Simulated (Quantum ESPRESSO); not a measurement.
Write the native input for Quantum ESPRESSO 7.5 that does the following.

```
Task                : single point
Functional          : PBE
Potentials or basis : SG15 PBE 1.2
Cutoff              : 952 eV
Density cutoff      : 3810 eV
k mesh              : 5 × 5 × 3
Occupations         : fermi-dirac, width 0.05 eV
Spin                : no spin polarisation
Mixing beta         : 0.5
Most SCF iterations : 120
SCF threshold       : 4e-10 Ry
```

The system is Zn.

```xyz
2
Lattice="2.6700 0.0000 0.0000 -1.3350 2.3123 0.0000 0.0000 0.0000 4.9660" Properties=species:S:1:pos:R:3 pbc="T T T"
Zn    1.3350    0.7708    3.7245
Zn    0.0000    1.5415    1.2415
```

The input as run:

pw.in

```
&CONTROL
  calculation = 'scf'
  prefix = 'pwscf'
  outdir = './tmp'
  pseudo_dir = './pseudo'
  tprnfor = .true.
  tstress = .true.
  disk_io = 'nowf'
/
&SYSTEM
  ibrav = 0
  nat = 2
  ntyp = 1
  ecutwfc = 70
  nbnd = 28
  occupations = 'smearing'
  smearing = 'fd'
  degauss = 0.00367493
/
&ELECTRONS
  conv_thr = 4d-10
  electron_maxstep = 120
  mixing_beta = 0.5
/
ATOMIC_SPECIES
Zn    65.3800 Zn_ONCV_PBE-1.2.upf
CELL_PARAMETERS angstrom
   2.6700000000    0.0000000000    0.0000000000
  -1.3350000000    2.3122878281    0.0000000000
   0.0000000000    0.0000000000    4.9660000000
ATOMIC_POSITIONS crystal
Zn     0.6666666667    0.3333333333    0.7500000000
Zn     0.3333333333    0.6666666667    0.2500000000
K_POINTS automatic
5 5 3 0 0 0
```

Potentials or basis: SG15 PBE 1.2.

Command:

```console
$ OMP_NUM_THREADS=1 mpirun -n 2 pw.x -nk 2 -in pw.in > pw.out
```

Results of the run:

| Property | Result |
| --- | --- |
| Pressure | -0.3 GPa |
| Band gap on the k mesh | none (metal or under the smearing width) |

Caveat: the k mesh is coarse (spacing up to 0.54 Å⁻¹), so the values aren't converged.

Run time: 6 s on 2 MPI ranks on Arm Neoverse V1, with other jobs on the host, peak memory 0.12 GiB a rank.
